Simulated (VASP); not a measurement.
# HC18N in VASP: notebook, part 2 of 2

VASP 6.6.1.

## 4. Single point, PBEsol

Input file INCAR:

```
ALGO = Fast
EDIFF = 1E-6
ENCUT = 520
GGA = PS
ISIF = 2
ISMEAR = -1
LASPH = True
LCHARG = False
LREAL = Auto
LWAVE = False
NBANDS = 55
NELM = 100
PREC = Accurate
SIGMA = 0.02
```

Input file KPOINTS:

```
k-points
0
Gamma
  2 2 1
```

Input file POSCAR:

```
HC18N
1.0
    7.3980000000      0.0000000000      0.0000000000
   -3.6990000000      6.4068560000      0.0000000000
    0.0000000000      0.0000000000     12.0000000000
C N H
18 1 1
Direct
    0.0112993590      0.0110047736      0.0769285000
    0.2341361655      0.1307778730      0.0950815833
    0.0131507298      0.3447664502      0.0698221667
    0.2388493209      0.4578159709      0.0652320000
    0.0088119704      0.6755041786      0.0743072500
    0.2321257545      0.7792809765      0.1067334167
    0.3501956915      0.0125051976      0.1121123333
    0.5718898447      0.1245763913      0.0803254167
    0.3504352941      0.3502241973      0.0674526667
    0.5698844696      0.4573912696      0.0683047500
    0.3501471392      0.6754064708      0.0733159167
    0.5695734718      0.7882821153      0.0708667500
    0.6796597703      0.0129637688      0.0735705833
    0.9018227567      0.1234346456      0.0712287500
    0.6792202448      0.3430528172      0.0716630000
    0.9014284917      0.4547431689      0.0697184167
    0.6800736853      0.6781368272      0.0666821667
    0.9035977179      0.7890224160      0.0717640000
    0.2877193478      0.0877193119      0.2062974167
    0.2067196533     -0.2595717775      0.1985926667
```

Potentials or basis: VASP PAW PBE potentials, release 64 (C, N, H).

The run is started by

```
$ cat potpaw_PBE.64/C/POTCAR potpaw_PBE.64/N/POTCAR potpaw_PBE.64/H/POTCAR > POTCAR
$ mpirun -np 1 vasp_std > vasp.out
```

OUTCAR:

```text
EDIFF = 1E-6
   ENCUT = 520
   GGA = PS
   ISIF = 2
   ISMEAR = -1
   LASPH = True
   LREAL = Auto
   NELM = 100
   PREC = Accurate

 ion  position               nearest neighbor table
   1  0.011  0.011  0.077-  14 1.42  18 1.42   2 1.45
   2  0.234  0.131  0.095-   9 1.45   1 1.45  19 1.47   7 1.52
   3  0.013  0.345  0.070-  14 1.42  16 1.42   4 1.45
   4  0.239  0.458  0.065-  11 1.40   9 1.40   3 1.45
   5  0.009  0.676  0.074-  18 1.40  16 1.42   6 1.48
   6  0.232  0.779  0.107-  20 1.13  11 1.48   5 1.48   7 1.50
   7  0.350  0.013  0.112-  19 1.43   8 1.47   6 1.50   2 1.52
   8  0.572  0.125  0.080-  15 1.40  13 1.41   7 1.47
   9  0.350  0.350  0.067-   4 1.40  10 1.41   2 1.45
  10  0.570  0.457  0.068-   9 1.41  17 1.41  15 1.43
  11  0.350  0.675  0.073-   4 1.40  12 1.41   6 1.48
  12  0.570  0.788  0.071-  11 1.41  17 1.41  13 1.44
  13  0.680  0.013  0.074-   8 1.41  14 1.42  12 1.44
  14  0.902  0.123  0.071-   3 1.42   1 1.42  13 1.42
  15  0.679  0.343  0.072-   8 1.40  16 1.42  10 1.43
  16  0.901  0.455  0.070-   5 1.42   3 1.42  15 1.42
  17  0.680  0.678  0.067-  10 1.41  12 1.41  18 1.43
[... 213 lines left out ...]
  band No.  band energies     occupation
      1     -22.5192      2.00000
      2     -20.8220      2.00000
      3     -19.0858      2.00000
      4     -19.0606      2.00000
      5     -18.9059      2.00000
      6     -18.8755      2.00000
[... 205 lines left out ...]
     50       4.2702      0.00000
     51       4.3749      0.00000
 [bands above 51 left out]

------------------------ aborting loop because EDIFF is reached ----------------------------------------

  FORCE on cell =-STRESS in cart. coord.  units (eV):
  Direction    XX          YY          ZZ          XY          YZ          ZX
  --------------------------------------------------------------------------------------
  -------------------------------------------------------------------------------------
  Total        2.2610124      2.7853392      0.1597453      1.3039372      0.0119939     -0.0128252
  in kB        6.3690255      7.8459970      0.4499851      3.6730491      0.0337856     -0.0361273
  external PRESSURE =       4.8883359 kB  Pullay stress =       0.0000000 kB

 VOLUME and BASIS-vectors are now :
 -----------------------------------------------------------------------------
  energy-cutoff  :      520.00
  volume of cell :      568.78
      direct lattice vectors                 reciprocal lattice vectors
     7.398000000  0.000000000  0.000000000     0.135171668  0.078041398  0.000000000
    -3.699000000  6.406856000  0.000000000     0.000000000  0.156082796  0.000000000
     0.000000000  0.000000000 12.000000000     0.000000000  0.000000000  0.083333333

 POSITION                                       TOTAL-FORCE (eV/Angst)
 -----------------------------------------------------------------------------------
      0.04289      0.07051      0.92314         0.005389      0.011886     -0.005329
      1.24839      0.83788      1.14098        -0.054040      0.023295     -0.079653
     -1.17800      2.20887      0.83787         0.008407      0.004110     -0.001350
      0.07355      2.93316      0.78278        -0.017511     -0.016796     -0.008939
     -2.43350      4.32786      0.89169         0.016701      0.009710     -0.008413
     -1.16529      4.99274      1.28080         0.001126      0.013345     -0.013677
[... 12 lines left out ...]
      1.80407      0.56200      2.47557        -0.026765      0.023896      0.183653
     -1.20953      4.74382      2.38311         0.004267     -0.011463      0.036159
 -----------------------------------------------------------------------------------
    total drift:                               -0.001833     -0.006179      0.009012

  FREE ENERGIE OF THE ION-ELECTRON SYSTEM (eV)
  ---------------------------------------------------
  free  energy   TOTEN  =      -180.4614231190 eV

  energy  without entropy=     -180.4614172855  energy(sigma->0) =     -180.46142020
```

It took 3.2 min on 1 thread of Intel Xeon 6975P-C (Granite Rapids), shared host; peak memory 0.59 GiB.

Results:

- Free energy: -180.4614 eV
- Largest force: 0.187 eV/Å
- Band gap on the k mesh: 0.43 eV, indirect (least direct gap 0.51 eV)

Forces on the atoms (eV/Å):
```
C    0.005  0.012 -0.005
C   -0.054  0.023 -0.080
C    0.008  0.004 -0.001
C   -0.018 -0.017 -0.009
C    0.017  0.010 -0.008
C    0.001  0.013 -0.014
C    0.079 -0.050 -0.069
C   -0.008 -0.012  0.005
C    0.005 -0.014 -0.005
C    0.003 -0.007 -0.004
C   -0.001  0.018 -0.010
C   -0.008  0.007  0.006
C   -0.018  0.000 -0.008
C    0.003  0.016 -0.008
C   -0.002 -0.007 -0.002
C    0.014 -0.008  0.000
C   -0.002 -0.005 -0.004
C   -0.002  0.005 -0.004
N   -0.027  0.024  0.184
H    0.004 -0.011  0.036
```

Caveat: the k mesh is coarse (spacing up to 0.49 Å⁻¹), so the values aren't converged; the PAW data sets were made with another functional, which shifts forces and pressure a little.

## 5. Single point, PBEsol

Input file INCAR:

```
SYSTEM = HC18N
ALGO = Fast
EDIFF = 1E-7
ENCUT = 520
GGA = PS
ISIF = 2
ISMEAR = -1
LASPH = .TRUE.
LCHARG = .FALSE.
LREAL = Auto
LWAVE = .FALSE.
NBANDS = 55
NELM = 100
PREC = Accurate
SIGMA = 0.02
```

Input file KPOINTS:

```
k-points
0
G
  2 2 1
  0 0 0
```

Input file POSCAR:

```
HC18N
1.0
    7.3980000000      0.0000000000      0.0000000000
   -3.6990000000      6.4068560000      0.0000000000
    0.0000000000      0.0000000000     12.0000000000
C N H
18 1 1
Direct
    0.0112994118      0.0110047861      0.0769285241
    0.2341361624      0.1307779357      0.0950816038
    0.0131507389      0.3447665233      0.0698221962
    0.2388492495      0.4578159208      0.0652320361
    0.0088119364      0.6755041554      0.0743072491
    0.2321257878      0.7792809723      0.1067334193
    0.3501957190      0.0125051517      0.1121123144
    0.5718898081      0.1245764259      0.0803253860
    0.3504352598      0.3502241207      0.0674526406
    0.5698843686      0.4573912025      0.0683047931
    0.3501471523      0.6754064090      0.0733159129
    0.5695734551      0.7882820804      0.0708667947
    0.6796597393      0.0129638013      0.0735705753
    0.9018227811      0.1234346651      0.0712287919
    0.6792202952      0.3430528809      0.0716629687
    0.9014285415      0.4547432313      0.0697184526
    0.6800737222      0.6781367699      0.0666821625
    0.9035976575      0.7890223934      0.0717640329
    0.2877193497      0.0877193649      0.2062974121
    0.2067195839     -0.2595718206      0.1985926738
```

The run is started by

```
$ cat potpaw_PBE.64/C/POTCAR potpaw_PBE.64/N/POTCAR potpaw_PBE.64/H/POTCAR > POTCAR
$ mpirun -np 1 vasp_std > vasp.out
```

Wall time 3.4 min (1 thread of Intel Xeon 6975P-C (Granite Rapids), shared host); peak memory 0.63 GiB.

It converged, with:

- Free energy: -180.4614 eV
- Largest force: 0.187 eV/Å
- Band gap on the k mesh: 0.43 eV, indirect (least direct gap 0.51 eV)

Forces in eV/Å, atoms in the order of the input:
```
C    0.005  0.012 -0.005
C   -0.054  0.023 -0.080
C    0.008  0.004 -0.001
C   -0.017 -0.017 -0.009
C    0.017  0.010 -0.008
C    0.001  0.013 -0.014
C    0.079 -0.050 -0.069
C   -0.008 -0.012  0.005
C    0.005 -0.014 -0.005
C    0.003 -0.007 -0.004
C   -0.001  0.018 -0.010
C   -0.008  0.007  0.006
C   -0.018  0.000 -0.008
C    0.003  0.016 -0.008
C   -0.002 -0.007 -0.002
C    0.014 -0.008  0.000
C   -0.002 -0.005 -0.004
C   -0.002  0.005 -0.004
N   -0.027  0.024  0.184
H    0.004 -0.011  0.036
```

Levels at points of the mesh, in eV from the valence-band top:
```
           k point  band 36  band 37  band 38  band 39  band 40  band 41  band 42  band 43
(0.00, 0.00, 0.00)    -2.51    -1.42    -0.23    -0.15     0.43     1.29     2.88     3.97
(0.50, 0.00, 0.00)    -2.26    -2.06    -1.48    -0.13     0.66     2.26     2.52     2.81
(0.00, 0.50, 0.00)    -2.22    -1.93    -1.23    -0.11     0.45     2.11     2.45     2.82
(0.50, 0.50, 0.00)    -2.21    -2.05    -1.12     0.00     0.51     2.16     2.39     2.74
```

Caveat: the k mesh is coarse (spacing up to 0.49 Å⁻¹), so the values aren't converged; the PAW data sets were made with another functional, which shifts forces and pressure a little. Expect the measured gap to be larger: semilocal functionals such as PBEsol lack the derivative discontinuity.
